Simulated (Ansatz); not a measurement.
Reaction (formal exchange of groups at a Te–C bond): `C[Te]C(F)(F)F` + `BF` → `C[Te]BF` + trifluoromethane

Gas-phase electronic energies from Ansatz, PBE0-D4/def2-TZVP geometries. CCSD(T)/CBS is the MP2 limit (def2-TZVPP, def2-QZVPP) plus CCSD(T) − MP2 in def2-TZVPP, frozen cores. This one scheme is used for every species. DFT in def2-TZVPP. def2 core potentials past Kr. For Te outer-core shells are correlated without core-valence functions, which leaves a few kJ/mol of doubt a bond. One conformer a species, not always the lowest.

`C[Te]C(F)(F)F`:

Cartesian coordinates in Å:
```
C -0.142 1.316 0.865
Te 1.014 -0.470 1.016
C 0.162 -1.278 -0.806
F -1.164 -1.423 -0.728
F 0.691 -2.479 -1.050
F 0.402 -0.502 -1.868
H 0.124 1.930 1.725
H -1.200 1.069 0.900
H 0.113 1.838 -0.054
```

`BF`:

Cartesian coordinates in Å:
```
B 0.009 0.038 -0.031
F -0.229 -0.969 0.784
H -0.069 1.147 0.414
H 0.289 -0.216 -1.167
```

`C[Te]BF`:

```xyz
8

C    -0.879    1.094   -0.119
Te   -1.030   -1.015    0.232
B     1.074   -1.359    0.150
F     1.558   -2.577    0.315
H     0.174    1.337   -0.246
H    -1.434    1.341   -1.021
H    -1.288    1.625    0.736
H     1.826   -0.446   -0.048
```

`FC(F)F`:

```xyz
5

F     0.621    1.091   -0.381
C    -0.047    0.016    0.034
F    -0.465   -0.661   -1.033
F     0.787   -0.758    0.726
H    -0.896    0.312    0.654
```

(1) Is it downhill or uphill in electronic energy at CCSD(T)/CBS, and by how much? (An estimate is asked.)

(2) What do these levels give: B97M-V, ωB97X-V, CAM-B3LYP, HF/def2-TZVPP, SCS-MP2/def2-TZVPP, CCSD/def2-TZVPP? (Best estimate.)

(3) What do rigid-rotor, harmonic-oscillator terms from PBE0-D4/def2-TZVP frequencies (298.15 K, 1 bar) make of the CCSD(T)/CBS value? (Best estimate.)

Largest T1 diagnostic among the species: 0.013.

Answers

(1) Ansatz gave: Downhill: ΔE = -112.7 kJ/mol.

(2) The calculation gave: B97M-V -114.8, ωB97X-V -105.9, CAM-B3LYP -108.5, HF/def2-TZVPP -119.0, SCS-MP2/def2-TZVPP -116.1, CCSD/def2-TZVPP -118.3 kJ/mol.

(3) The calculation gave: ΔZPE = +11.9 kJ/mol, ΔH = -103.3 kJ/mol, ΔS = -1 J/(mol·K), ΔG = -103.0 kJ/mol. Modes under 50 cm⁻¹ make the entropy rough.

At CCSD(T), def2-SVP lies −11.9 kJ/mol from the extrapolated value and def2-TZVPP −5.2 kJ/mol. From PBE to PBE0 (25 % exact exchange), in def2-TZVPP and without D4, ΔE moves by −4.8 kJ/mol.
